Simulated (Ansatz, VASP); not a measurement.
One calculation of CoO, two programs

INCAR

```
  PREC = Accurate
  ENCUT = 520
  EDIFF = 1E-7
  ISMEAR = 0
  SIGMA = 0.05
  LREAL = F
  LASPH = T
  NELM = 150
  ALGO = Normal
  ISIF = 2
  LWAVE = F
  LCHARG = T
  ISPIN = 2
  MAGMOM = 2 -1 0 0
  LORBIT = 11
  LMAXMIX = 4
  LDAU = T
  LDAUTYPE = 2
  LDAUL = 2 -1
  LDAUU = 7 0
  LDAUJ = 0 0
  LDAUPRINT = 1
  GGA = PE
  LELF = T
  LVHAR = T
  NBANDS = 27
```

Contents of KPOINTS:

```
regular mesh
0
Gamma
  6 6 6
```

The input POSCAR:

```
CoO
1.0
    0.0000000000      2.5705263100      2.5705263100
    2.5705263100      0.0000000000      2.5705263100
    2.5705263100      2.5705263100      0.0000000000
Co O
2 2
Direct
    0.0000000000      0.0000000000      0.0000000000
    0.5000000000      0.5000000000      0.5000000000
    0.2500000000      0.2500000000      0.2500000000
    0.7500000000      0.7500000000      0.7500000000
```

input.yaml

```yaml
crystal:
  lattice:
    - [0.0, 2.57052631, 2.57052631]
    - [2.57052631, 0.0, 2.57052631]
    - [2.57052631, 2.57052631, 0.0]
  atoms:
    - { symbol: Co, position: [0.0, 0.0, 0.0], spin: 2.0 }
    - { symbol: Co, position: [0.5, 0.5, 0.5], spin: -1.0 }
    - { symbol: O, position: [0.25, 0.25, 0.25] }
    - { symbol: O, position: [0.75, 0.75, 0.75] }
hamiltonian:
  xc: pbe
  pseudopotentials: { kind: paw }
  hubbard: { sites: [{ species: Co, l: d, u_eff: 7.0 }] }
magnetization:
  spin_polarized: true
kpoints:
  mp_grid: { grid: [6, 6, 6] }
scf:
  occupations: { method: gaussian, width: 0.05 }
output:
  forces: true
  stress: true
  eigenvalues: true
```

Measurements of this composition are mostly on another form, of space group No. 225.

Alike in both runs: task single point; functional PBE; k mesh 6 × 6 × 6; occupations gaussian, width 0.05 eV; collinear spin, ferrimagnetic start; Hubbard terms Co d U = 7 eV.

|  | VASP | Ansatz |
| --- | --- | --- |
| version | VASP 6.6.1 | Ansatz 0.2.0 |
| potentials or method | VASP PAW PBE potentials, release 64 (Co, O) | Ansatz PAW |
| plane-wave cutoff (eV) | 520 | 420 |
| valence electrons in the cell | 30 | 46 |

Ansatz gave:

* gap on the k mesh at the Fermi level (eV): 2.16
* least direct gap on the mesh (eV): 3.49
* pressure (GPa): 26.7
* net moment per atom (μB): 0.00
* size of the moment on the site where the two differ most (μB): 2.63

Problem. Estimate VASP's values.

Solution. gap on the k mesh at the Fermi level (eV): 2.41; least direct gap on the mesh (eV): 3.63; pressure (GPa): 14.4; net moment per atom (μB): 0.00; size of the moment on the site where the two differ most (μB): 2.79.

Site moments also hang on the region over which each program counts them. The programs project onto different local orbitals, so the same U acts differently. The two sets of potentials don't hold the same shells in valence.

Caveats: the magnetic or orbital state may not be the lowest (Ansatz); the pressure holds a Pulay correction of +0.8 GPa for the finite cutoff (Ansatz). A k mesh can miss the band edges. The state reached can hang on the start; a lower one may exist.
